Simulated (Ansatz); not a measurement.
# SiC: the cost of one run

Computed with Ansatz 0.2.0 (DFT r2SCAN, scalar-relativistic, plane waves, PAW, unless a step's input says otherwise).

2 further runs of the same task are left out: 2 set aside as unsound or not needed.

**1. The structure to begin with**

The structure is hexagonal, space group P6_3mc (No. 186). Conventional cell: a = 3.075 Å, b = 3.075 Å, c = 5.048 Å, α = 90.00°, β = 90.00°, γ = 120.00°. Si (site symmetry 3m) has 4 C at 1.88 to 1.90 Å as nearest neighbours. Around C (site symmetry 3m) lie 4 Si at 1.88 to 1.90 Å.

Structure file:

```
Si C
1.0
     3.07520    0.00000    0.00000
    -1.53760    2.66320    0.00000
     0.00000    0.00000    5.04817
Si C
2 2
Direct
  0.33333 0.66667 0.00460
  0.66667 0.33333 0.50460
  0.33333 0.66667 0.38040
  0.66667 0.33333 0.88040
```

It is the result of an earlier relaxation at this level (volume 10.34 Å³/atom; gap on the mesh: 2.65 eV).

**2. Volume × 0.97**

input.yaml

```yaml
crystal:
  lattice:
    - [3.044130305, 0.0, 0.0]
    - [-1.5220651525, 2.6362941765, 0.0]
    - [0.0, 0.0, 4.9971717901]
  atoms:
    - { symbol: Si, position: [0.3333333333, 0.6666666667, 0.0046028827] }
    - { symbol: Si, position: [0.6666666667, 0.3333333333, 0.5046028827] }
    - { symbol: C, position: [0.3333333333, 0.6666666667, 0.3803971173] }
    - { symbol: C, position: [0.6666666667, 0.3333333333, 0.8803971173] }
basis:
  ecutwfc: 500
kpoints:
  mp_grid: { grid: [12, 12, 6] }
hamiltonian:
  xc: r2scan
scf:
  occupations: { method: gaussian, width: 0.02 }
output:
  forces: true
  stress: true
  eigenvalues: true
relax:
  adjacent_minimum: "off"
  f_tol: 0.01
  max_steps: 30
  cell: { stress_tol: 0.1, fix: [volume] }
```

Launch:

```
ansatz run input.yaml --threads 1 --pin off --max-ram 2560MiB --backend cpu --events-out ev --progress --plain --runs-dir out
```

Q: Estimate wall time and peak memory on 1 thread of Intel Xeon at 2.50GHz (Skylake/Cascade Lake), shared host.

About 61 s, with a peak of 0.49 GiB.
